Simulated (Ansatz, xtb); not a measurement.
**Redistribution: C2H3F3 + C4H10O → C2H3F3O + C4H10**

Species: C2H3F3 (1,1,1-trifluoroethane) `CC(F)(F)F`, singlet; C4H10O (tert-butanol) `CC(C)(C)O`, singlet; C2H3F3O (2,2,2-trifluoroethanol) `OCC(F)(F)F`, singlet; C4H10 (isobutane) `CC(C)C`, singlet. The partners trade H for OH; both sit on C, so the bond types are kept.

Shapes, held fixed at every level: PBE0-D4/def2-TZVP. Flexible molecules stand in one conformer, not always the lowest. Programs: Ansatz 0.2.0, xtb 6.7.1, xtb 6.7.1 later snapshot. Electronic energies: no zero-point or thermal term.

```json
{"level": "GFN0-xTB", "kind": "semi-empirical", "ΔE (kJ/mol)": "+48.4", "less CCSD(T)/CBS estimate": "+8.0", "CPU time (sum over the molecules)": "0.098 s"}
{"level": "HF/def2-TZVPP", "kind": "Hartree–Fock", "ΔE (kJ/mol)": "+32.0", "less CCSD(T)/CBS estimate": "-8.4", "CPU time (sum over the molecules)": "–"}
{"level": "r2SCAN-D4/def2-TZVPP", "kind": "meta-GGA", "ΔE (kJ/mol)": "+40.3", "less CCSD(T)/CBS estimate": "-0.1", "CPU time (sum over the molecules)": "48 s"}
{"level": "B3LYP-D4/def2-TZVPP", "kind": "global hybrid", "ΔE (kJ/mol)": "+36.0", "less CCSD(T)/CBS estimate": "-4.4", "CPU time (sum over the molecules)": "54 s"}
{"level": "PBE0-D4/def2-TZVPP", "kind": "global hybrid", "ΔE (kJ/mol)": "+35.5", "less CCSD(T)/CBS estimate": "-4.9", "CPU time (sum over the molecules)": "35 s"}
{"level": "r2SCAN0-D4/def2-TZVPP", "kind": "global hybrid", "ΔE (kJ/mol)": "+39.1", "less CCSD(T)/CBS estimate": "-1.3", "CPU time (sum over the molecules)": "55 s"}
{"level": "wB97X-V/def2-TZVPP", "kind": "range-separated hybrid", "ΔE (kJ/mol)": "+37.7", "less CCSD(T)/CBS estimate": "-2.7", "CPU time (sum over the molecules)": "76 s"}
{"level": "MP2/def2-SVP", "kind": "perturbation theory", "ΔE (kJ/mol)": "+38.7", "less CCSD(T)/CBS estimate": "-1.7", "CPU time (sum over the molecules)": "–"}
{"level": "CCSD(T)/CBS estimate", "kind": "coupled cluster or CI", "ΔE (kJ/mol)": "+40.4", "less CCSD(T)/CBS estimate": "0.0", "CPU time (sum over the molecules)": "8.7 min"}
```

The highest level, CCSD(T)/CBS estimate, gives ΔE = +40.4 kJ/mol; the levels span +32.0 to +48.4. The column of differences is taken from that level and isn't an error. No measured value is set beside it here. The CBS estimate extrapolates MP2 from def2-TZVPP and def2-QZVPP and adds CCSD(T) − MP2 in the triple-zeta set, cores frozen. Times are processor times on shared x86 and Arm servers, and rough.
